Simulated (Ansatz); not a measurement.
AlN: energy along a strain

AlN, P6_3mc, a = 3.111 Å, c = 4.978 Å (as given, not relaxed at this level: 4.0 GPa, forces to 0.18 eV/Å). Ansatz: PBE, PAW, 420 eV, Γ-centred 12×12×6 mesh on 4 atoms, Gaussian smearing 0.05 eV; no spin polarisation. Cell vectors (Å): 3.111 0.000 0.000; -1.556 2.694 0.000; 0.000 0.000 4.978. The cell is strained by x per cent times the pattern (0 0 0 1 0 0) in the order xx yy zz yz xz xy (engineering shears), with fractional coordinates held. y is the free energy over the start, V0 = 10.431 Å³/atom. Symmetry makes y even in x. Points with a strain past 8.5 % were computed too (2) and aren't used here.

```
x (%) y (meV/atom)
-5.00         10.61
 0.00          0.00
 1.25          0.66
 2.50          2.65
 3.75          5.97
 6.25         16.59
 7.50             ?
```

**Question.** Fit y = c2 x² + c4 x⁴ to the other rows, get the stiffness along the pattern, and predict the missing energy.

**Answer.** Least squares on the rows shown. y = 0.42410 x² + 1.5240×10⁻⁵ x⁴. The clamped-ion stiffness p·C·p = 2 × 4.241 eV × 160.2 / 10.431 Å³ = 130 GPa, which is C44 in these axes (second derivative at the start, which stands under stress). At x = 7.50 the fit asked for gives 23.90 meV/atom. The run gave 23.89 meV/atom, so the fit is 0.01 meV/atom too high, a small miss on the scale of the series.

The shear response is almost purely harmonic across the sampled range. The quartic term adds so little that its size, and even its sign, is barely resolved at the printed precision, so the good prediction at 7.50 % mainly confirms the quadratic coefficient. The twofold screw axis along c reverses this shear, which removes the cubic term and leaves quartic anharmonicity as the first correction.

The stiffness of 130 GPa reflects the short, polar-covalent Al–N bonds. Tilting the layers against each other bends the tetrahedral angles and, with the fractional coordinates held, also changes some bond lengths. In wurtzite this shear also couples to a relative in-plane displacement of the Al and N sublattices, the same internal motion that contributes to the shear piezoelectric response. Letting the atoms follow it can only lower the strained energy, so the relaxed C44 at this cell should be smaller than the value here. The smooth curve doesn't establish stability against other strains or finite-wavevector phonons.
